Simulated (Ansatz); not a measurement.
# Ir (Fm-3m) in Ansatz: further runs

One crystal, Ir, is run at these levels: r2SCAN; tasks: single point, equation of state.

All numbers are computed with Ansatz 0.2.0; they aren't measurements. Logs are shortened: lines on timing, memory, paths and dates and some standing lists are left out, and cuts for length are marked.

## (1) The structure

It takes space group Fm-3m (No. 225, cubic). Conventional cell: a = 3.831 Å, b = 3.831 Å, c = 3.831 Å, α = 90.00°, β = 90.00°, γ = 90.00°. Ir (site symmetry m-3m) has 12 Ir at 2.71 Å as nearest neighbours.

## (2) Single point, r2SCAN, 13.22 Å³/atom (volume scaled by 0.94)

Contents of input.yaml:

```yaml
crystal:
  lattice:
    - [0.0, 1.8764951499, 1.8764951499]
    - [1.8764951499, 0.0, 1.8764951499]
    - [1.8764951499, 1.8764951499, 0.0]
  atoms:
    - { symbol: Ir, position: [0.0, 0.0, 0.0] }
hamiltonian:
  xc: r2scan
  pseudopotentials: { kind: paw }
kpoints:
  mp_grid: { grid: [12, 12, 12] }
scf:
  occupations: { method: fermi_dirac, width: 0.05 }
output:
  forces: true
  stress: true
  eigenvalues: true
  write_density: true
  write_potential: true
  elf: true
  volumetric_format: npy
```

Potentials or basis: Ansatz PAW.

Run with:

```
> ansatz run input.yaml --threads 2 --pin off --max-ram 5632MiB --backend cpu --events-out ev --progress --plain --runs-dir out
```

Standard output:

```text
Warning: RAYON_NUM_THREADS=2 ignored (pool sized by the plan → 2); use --threads N
Engine: ansatz 0.2.0, aarch64-unknown-linux-gnu
Pseudopotentials: kind: paw
Pseudopotential: Ir, paw, valence charge 17, recommended cutoff 500 eV (meta_gga), Ir.paw.azcp
Functional definition: r2SCAN
  parameter k0 = 0.174
  parameter k1 = 0.065
  parameter a1 = 4.9479
  exchange = r2scan_x(k0 = k0, k1 = k1, a1 = a1)
  correlation = r2scan_c
Crystal: 1 atoms, lattice volume = 13.215 Å³
Basis set: ecut = 500 eV, 331 PW (Γ), exchange–correlation on 80×80×80 points (64 copies of the dense FFT grid, shifted against one another)
Bands: 13, of which v1, the nominal top of the filled ones, is band 9 counted from 1 (8 counted from 0)
Symmetry: 48 space group operations
Space group: Fm-3m (ITA 225), of the structure as read, at distance tolerance 2.4e-5 Å
k-points: 72 of 1728
Non-local potential: Ir, projectors of the file, l = 0: 3, l = 1: 2, l = 2: 2, l = 3: 1
PAW form: soft (Blöchl's): semilocal exchange-correlation on the pseudo side does not see the compensation charge
PAW frozen core: Ir, regenerated for the run's functional (the file was generated under x = pbe(κ = 0.804, μ = 0.2195149727645171), c = pbe(β = 0.06672455060314922))
PAW one-centre angular grid: Ir, 590 points (default); XC on 160 Gauss nodes
Initial density: superposition of atomic densities (neutral atoms: chi_scale 0, normalization atom), corrected by the library's trained network
Initial wavefunctions: pseudopotential atomic-orbital guess
Functional: x = r2scan, c = r2scan; τ floored in thin density (d = 2e-4 eV/Å³)
SCF iter   1: F=—  HF=-11948.619510 eV  |F-HF|=—  |Δ(HF+E_count)|=         —  Δρ=1.15e-2  dr2=8.01e-3  dr2_τ=4.90e-2  ethr=1.77e-3  ⟨swp⟩=5.6  Hψ=5378  notcnv=0
preconditioner: auto → none  [metal: Δε(μ)=0.159 eV  Ē_g=15.828 eV  σ=0.050 eV  W_gap=0.48  n_scr=0 (ndim 8)  ℏωp=30.6 eV  f_vac=0.000  D(μ)=0.47/eV (n_scr^D=0)]
SCF iter   2: F=—  HF=-11948.651954 eV  |F-HF|=—  |Δ(HF+E_count)|=   3.24e-2  Δρ=5.11e-3  dr2=9.31e-4  dr2_τ=4.28e-4  ethr=4.71e-5  ⟨swp⟩=2.0  Hψ=2147  notcnv=0  defer=6
SCF iter   3: F=—  HF=-11948.652590 eV  |F-HF|=—  |Δ(HF+E_count)|=   6.36e-4  Δρ=1.36e-3  dr2=5.98e-5  dr2_τ=1.98e-5  ethr=5.48e-6  ⟨swp⟩=1.7  Hψ=1185  notcnv=0  defer=6
SCF iter   4: F=—  HF=-11948.652652 eV  |F-HF|=—  |Δ(HF+E_count)|=   6.18e-5  Δρ=1.05e-4  dr2=3.46e-7  dr2_τ=9.40e-8  ethr=3.52e-7  ⟨swp⟩=2.4  Hψ=1402  notcnv=0  defer=6
iter 5 did not close the SCF: its close was put off for the readings that it lacked (scf_convergence_deferred on its scf_iter line)
SCF iter   5: F=-11948.652653 eV  HF=-11948.652653 eV  |F-HF|=8.62e-9  |Δ(HF+E_count)|=   8.13e-7  Δρ=1.75e-5  dr2=2.74e-8  dr2_τ=6.30e-9  ethr=2.04e-9  ⟨swp⟩=2.3  Hψ=1536  notcnv=0  defer=6
SCF iter   6: F=-11948.652653 eV  HF=-11948.652653 eV  |F-HF|=2.60e-10  |Δ(HF+E_count)|=  2.98e-10  Δρ=1.61e-6  dr2=7.84e-11  dr2_τ=6.54e-11  ethr=1.61e-10  ⟨swp⟩=5.3  Hψ=4862  notcnv=0
SCF 1 converged in 6 iterations: F = -11948.652653 eV  dr2 = 7.84e-11
SCF converged after 6 iterations
Free energy (F): -11948.652653 eV
Harris-Foulkes:  -11948.652653 eV  (|F-HF|=2.60e-10)
Internal energy: -11948.648606 eV  (E = F + TS)
E sigma→0 (E₀):  -11948.650629 eV
Entropy (-TS):   -0.004047 eV (-4.047 meV/atom)
Fermi energy:    27.910182 eV
--- Per-component energies (eV) ---
  E_band       = -67.636186
  E_kinetic    = 627.149074
  E_local      = -987.553211  (includes V_loc(G=0)·N_el)
  E_nonlocal   = 74.200153
  E_hartree    = 386.750018
  E_xc         = -256.836670
  E_vxc        = -335.562112  (∫ρ·V_xc dr)
  E_paw        = -9250.082402  (= ΣΔE_a)
  E_vpaw       = -240.161491  (= ΣTr[D̂ρ^β])
  E_aug_tail   = -0.000031  (compensation charges beyond the density's cutoff)
  E_vtau       = 20.791423  (kinetic-family band-sum trace: ∫τ·v_τ [+ j·A + Jᵃ·Aᵃ] dr)
  E_ewald      = -2541.958643
  E_core_change = -0.316894  (= ΣΔE_core)
  E_smearing   = -0.004047  (= −TS)
  E_closure    = -0.000000  (closes the sum)
  Σ components = -11948.652653   (vs F -11948.652653, Δ=0.00e0)
--- Forces (eV/Å), atoms counted from 1 ---
  atom   1  Ir    -0.00000000     0.00000000    -0.00000000
  max |Σ_I F_I| component: 9.04e-32 eV/Å
--- Stress (GPa, compression-positive) ---
       32.117421       0.000000       0.000000
       -0.000000      32.117421      -0.000000
        0.000000       0.000000      32.117421
  P = ⅓ Tr σ = 32.1174 GPa (321.174 kbar)
--- Band table (eV; the first three rows and the last of 72) ---
  k-point 0: bands = ["-67.3074", "-23.0525", "-23.0525", "-23.0525", "15.6000", "23.4163", "23.4163", "23.4163", "26.4502", "26.4502", "41.8824", "48.0708", "48.0708"]
  k-point 1: bands = ["-67.3005", "-23.1283", "-23.0626", "-23.0626", "15.9470", "23.2275", "23.5643", "23.5643", "26.3522", "26.3522", "42.4883", "46.7577", "48.6565"]
  k-point 2: bands = ["-67.2817", "-23.3324", "-23.0901", "-23.0901", "16.8863", "22.8574", "23.8601", "23.8601", "26.2587", "26.2587", "43.7615", "44.7769", "50.3116"]
  k-point 71: bands = ["-67.1699", "-23.7631", "-23.7631", "-23.4605", "20.6741", "22.2962", "22.2962", "25.7248", "29.6559", "37.1682", "37.8434", "37.8434", "42.5887"]
```

Wall time 2.1 s (2 threads of Arm Neoverse N1, shared host); peak memory 0.3 GiB.

Results:

```
Free energy            : -11948.6527 eV
Pressure               : 32.1 GPa
Band gap on the k mesh : none (metal or under the smearing width)
```

Caveat: the PAW data sets come from PBE, with cores solved anew for the run's functional, which leaves a small shift of forces and pressure.

## (3) Single point, r2SCAN, 13.50 Å³/atom (volume scaled by 0.96)

Contents of input.yaml:

```yaml
crystal:
  lattice:
    - [0.0, 1.8897103398, 1.8897103398]
    - [1.8897103398, 0.0, 1.8897103398]
    - [1.8897103398, 1.8897103398, 0.0]
  atoms:
    - { symbol: Ir, position: [0.0, 0.0, 0.0] }
hamiltonian:
  xc: r2scan
  pseudopotentials: { kind: paw }
kpoints:
  mp_grid: { grid: [12, 12, 12] }
scf:
  occupations: { method: fermi_dirac, width: 0.05 }
output:
  forces: true
  stress: true
  eigenvalues: true
```

Potentials or basis: Ansatz PAW.

Run with:

```
> ansatz run input.yaml --threads 2 --pin off --max-ram 5632MiB --backend cpu --events-out ev --progress --plain --runs-dir out
```

It took 1.7 s on 2 threads of Arm Neoverse N1, shared host; peak memory 0.3 GiB.

Results (log left out):

```yaml
Free_energy: -11948.6995 eV
Pressure: 21.4 GPa
Band_gap_on_the_k_mesh: none (metal or under the smearing width)
```

Caveat: the PAW data sets come from PBE, with cores solved anew for the run's functional, which leaves a small shift of forces and pressure.

## (4) Single point, r2SCAN, 13.78 Å³/atom (volume scaled by 0.98)

input.yaml, as its differences from that of step 3:

```diff
@@ -2,5 +2,5 @@
   lattice:
-    - [0.0, 1.8897103398, 1.8897103398]
-    - [1.8897103398, 0.0, 1.8897103398]
-    - [1.8897103398, 1.8897103398, 0.0]
+    - [0.0, 1.9027432368, 1.9027432368]
+    - [1.9027432368, 0.0, 1.9027432368]
+    - [1.9027432368, 1.9027432368, 0.0]
   atoms:
```

Run with:

```
> ansatz run input.yaml --threads 2 --pin off --max-ram 5632MiB --backend cpu --events-out ev --progress --plain --runs-dir out
```

Wall time 2 s (2 threads of Arm Neoverse N1, shared host); peak memory 0.29 GiB.

The run converged. Its results:

```
Free energy            : -11948.7286 eV
Pressure               : 11.9 GPa
Band gap on the k mesh : none (metal or under the smearing width)
```

Caveat: the PAW data sets come from PBE, with cores solved anew for the run's functional, which leaves a small shift of forces and pressure.

## (5) Single point, r2SCAN, 14.06 Å³/atom

input.yaml, as its differences from that of step 4:

```diff
@@ -2,5 +2,5 @@
   lattice:
-    - [0.0, 1.9027432368, 1.9027432368]
-    - [1.9027432368, 0.0, 1.9027432368]
-    - [1.9027432368, 1.9027432368, 0.0]
+    - [0.0, 1.9156, 1.9156]
+    - [1.9156, 0.0, 1.9156]
+    - [1.9156, 1.9156, 0.0]
   atoms:
```

Run with:

```
> ansatz run input.yaml --threads 2 --pin off --max-ram 5632MiB --backend cpu --events-out ev --progress --plain --runs-dir out
```

Run time: 2 s. Hardware: 2 threads of Arm Neoverse N1, shared host; peak memory 0.3 GiB.

Results (log left out):

| Item | Value |
| --- | --- |
| Free energy | -11948.7420 eV |
| Pressure | 3.5 GPa |
| Band gap on the k mesh | none (metal or under the smearing width) |

Caveat: the PAW data sets come from PBE, with cores solved anew for the run's functional, which leaves a small shift of forces and pressure.

## (6) Single point, r2SCAN, 14.34 Å³/atom (volume scaled by 1.02)

input.yaml, as its differences from that of step 5:

```diff
@@ -2,5 +2,5 @@
   lattice:
-    - [0.0, 1.9156, 1.9156]
-    - [1.9156, 0.0, 1.9156]
-    - [1.9156, 1.9156, 0.0]
+    - [0.0, 1.9282864624, 1.9282864624]
+    - [1.9282864624, 0.0, 1.9282864624]
+    - [1.9282864624, 1.9282864624, 0.0]
   atoms:
```

Potentials or basis: Ansatz PAW.

Run with:

```
> ansatz run input.yaml --threads 2 --pin off --max-ram 5632MiB --backend cpu --events-out ev --progress --plain --runs-dir out
```

It took 2.1 s on 2 threads of Arm Neoverse N1, shared host; peak memory 0.3 GiB.

It converged, with:

```
Free energy            : -11948.7415 eV
Pressure               : -4.0 GPa
Band gap on the k mesh : none (metal or under the smearing width)
```

Caveat: the PAW data sets come from PBE, with cores solved anew for the run's functional, which leaves a small shift of forces and pressure.

## (7) Single point, r2SCAN, 14.62 Å³/atom (volume scaled by 1.04)

Contents of input.yaml:

```yaml
crystal:
  lattice:
    - [0.0, 1.940808154, 1.940808154]
    - [1.940808154, 0.0, 1.940808154]
    - [1.940808154, 1.940808154, 0.0]
  atoms:
    - { symbol: Ir, position: [0.0, 0.0, 0.0] }
hamiltonian:
  xc: r2scan
  pseudopotentials: { kind: paw }
kpoints:
  mp_grid: { grid: [12, 12, 12] }
scf:
  occupations: { method: fermi_dirac, width: 0.05 }
output:
  forces: true
  stress: true
  eigenvalues: true
  write_density: true
  write_potential: true
  elf: true
  volumetric_format: npy
```

Run with:

```
> ansatz run input.yaml --threads 2 --pin off --max-ram 5632MiB --backend cpu --events-out ev --progress --plain --runs-dir out
```

It took 2.8 s on 2 threads of Arm Neoverse N1, shared host; peak memory 0.33 GiB.

It converged, with:

```yaml
Free_energy: -11948.7286 eV
Pressure: -10.6 GPa
Band_gap_on_the_k_mesh: none (metal or under the smearing width)
```

Caveat: the PAW data sets come from PBE, with cores solved anew for the run's functional, which leaves a small shift of forces and pressure.

## (8) Single point, r2SCAN, 14.90 Å³/atom (volume scaled by 1.06)

input.yaml, as its differences from that of step 7:

```diff
@@ -2,5 +2,5 @@
   lattice:
-    - [0.0, 1.940808154, 1.940808154]
-    - [1.940808154, 0.0, 1.940808154]
-    - [1.940808154, 1.940808154, 0.0]
+    - [0.0, 1.9531703226, 1.9531703226]
+    - [1.9531703226, 0.0, 1.9531703226]
+    - [1.9531703226, 1.9531703226, 0.0]
   atoms:
```

Run with:

```
> ansatz run input.yaml --threads 2 --pin off --max-ram 5632MiB --backend cpu --events-out ev --progress --plain --runs-dir out
```

Run time: 2.9 s. Hardware: 2 threads of Arm Neoverse N1, shared host; peak memory 0.33 GiB.

It converged, with:

```yaml
Free_energy: -11948.7048 eV
Pressure: -16.4 GPa
Band_gap_on_the_k_mesh: none (metal or under the smearing width)
```

Caveat: the PAW data sets come from PBE, with cores solved anew for the run's functional, which leaves a small shift of forces and pressure.

## (9) Equation of state, r2SCAN

Potentials or basis: Ansatz PAW.

No new run: the results of the series are fitted here.

Results:

```yaml
Equilibrium_volume: 14.19 Å³/atom
Bulk_modulus: 379 GPa
Pressure_derivative_of_the_bulk_modulus: 5.0
```

Energy against volume, from the lowest point:
```
volume (Å³/atom)  energy (meV/atom)
          13.215              89.33
          13.496              42.52
          13.778              13.42
          14.059               0.00
          14.340               0.53
          14.621              13.40
          14.902              37.22
```

Caveat: the PAW data sets were made with another functional, which shifts forces and pressure a little.
